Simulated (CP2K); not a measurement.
**Au: equation of state with PBE**

Au:

```
Au
1.0
     2.87792    0.00000    0.00000
     1.43896    2.49236    0.00000
     1.43896    0.83079    2.34982
Au
1
Direct
  0.00000 0.00000 0.00000
```

```
Program                             : CP2K 2026.2
Task                                : equation of state
Functional                          : PBE
Potentials or basis                 : POTENTIAL_UZH Au GTH-PBE-q11; TZVP-MOLOPT-PBE-GTH basis
Density cutoff                      : 6803 eV
k mesh                              : 11 × 11 × 11
Occupations                         : fermi-dirac, width 0.05 eV
Spin                                : no spin polarisation
SCF solver                          : diagonalisation with k points
Quickstep method                    : GPW
EPS_DEFAULT                         : 1.0E-10
EPS_SCF                             : 1.0E-6
MAX_SCF                             : 100
SCF_GUESS                           : ATOMIC
k points reduced by the point group : yes
Mesh centred on Gamma               : yes
CHOLESKY                            : OFF
EPS_EIGVAL                          : 1.0E-7
MIXING METHOD                       : BROYDEN_MIXING
MIXING ALPHA                        : 0.4
NBUFFER                             : 8
NGRIDS                              : 4
Basis sets                          : Au TZVP-MOLOPT-PBE-GTH-q11
Potentials                          : Au GTH-PBE-q11 of POTENTIAL_UZH
ADDED_MOS                           : [11]
REL_CUTOFF (Ry)                     : 60 Ry
MIXING BETA (1/bohr)                : 1.5 1/bohr
CUTOFF of the grids                 : 500 Ry
```

```
Equilibrium volume : 18.45 Å³/atom (rough: see the caveat)
Bulk modulus       : 139 GPa (rough)
```

Energy against volume, from the lowest point:
| volume (Å³/atom) | energy (meV/atom) |
| --- | --- |
| 15.843 | 216.15 |
| 16.181 | 153.90 |
| 16.518 | 103.86 |
| 16.855 | 64.64 |
| 17.192 | 34.97 |
| 17.529 | 13.75 |
| 17.866 | 0.00 |

All runs of the series together: 21 min on 1 thread of Arm Neoverse N1, with other jobs on the host.

Caveat: the minimum lies outside the volumes run; with these potentials and basis sets, volumes of gold and of layered tellurides can stand 1.5 % and more from those of plane-wave programs; the basis of atomic orbitals isn't converged, which shifts pressures, moduli and gaps. The run has no spin-orbit coupling, so splittings on Au are missing.
